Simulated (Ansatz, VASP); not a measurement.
# Bi in VASP and in Ansatz

INCAR

```
SYSTEM = Bi
ALGO = Normal ; EDIFF = 1E-6
ENCUT = 520 ; GGA = PE
GGA_COMPAT = .False. ; ISIF = 2
ISMEAR = 0 ; LASPH = .True.
LCHARG = .False. ; LNONCOLLINEAR = .True.
LORBIT = 11 ; LORBMOM = .True.
LREAL = .False. ; LSORBIT = .True.
LWAVE = .False. ; MAGMOM = 0 0 0
NBANDS = 26 ; NELM = 150
PREC = Accurate ; SIGMA = 0.05
```

File KPOINTS:

```
k-points
0
Gamma
  14 14 14
  0 0 0
```

Contents of POSCAR:

```
Bi
1.0
    0.0000000000      2.5081646069      2.5081646069
    2.5081646069      0.0000000000      2.5081646069
    2.5081646069      2.5081646069      0.0000000000
Bi
1
Direct
    0.0000000000      0.0000000000      0.0000000000
```

Input for Ansatz:

```yaml
crystal:
  lattice:
    - [0.0, 2.5081646069, 2.5081646069]
    - [2.5081646069, 0.0, 2.5081646069]
    - [2.5081646069, 2.5081646069, 0.0]
  atoms:
    - { symbol: Bi, position: [0.0, 0.0, 0.0] }
basis:
  ecutwfc: 600
  ecutrho_ratio: 5
kpoints:
  mp_grid: { grid: [14, 14, 14] }
hamiltonian:
  xc: pbe
scf:
  occupations: { method: gaussian, width: 0.05 }
output:
  forces: true
  stress: true
  eigenvalues: true
  populations: true
magnetization:
  noncollinear: true
  spin_orbit: true
```

The cell was built by a generator and needn't be a form met in nature.

Alike in both runs: task single point; functional PBE; k mesh 14 × 14 × 14; occupations gaussian, width 0.05 eV; non-collinear spin, spin-orbit coupling.

|  | VASP | Ansatz |
| --- | --- | --- |
| version | VASP 6.6.1 | Ansatz 0.2.0 |
| potentials or method | VASP PAW PBE potentials, release 64 (Bi_d) | plane waves, PAW |
| plane-wave cutoff (eV) | 520 | 600 |
| valence electrons in the cell | 15 | 15 |

VASP gave:

```
gap on the k mesh at the Fermi level (eV) : none
pressure (GPa)                            : 1.6
net moment per atom (μB)                  : 0.00
```

**Question.** What did Ansatz give for the same quantities?

**Answer.** gap on the k mesh at the Fermi level (eV): none; pressure (GPa): 1.8; net moment per atom (μB): 0.00.

A gap of «none» marks a metal or a gap that the smearing closes.
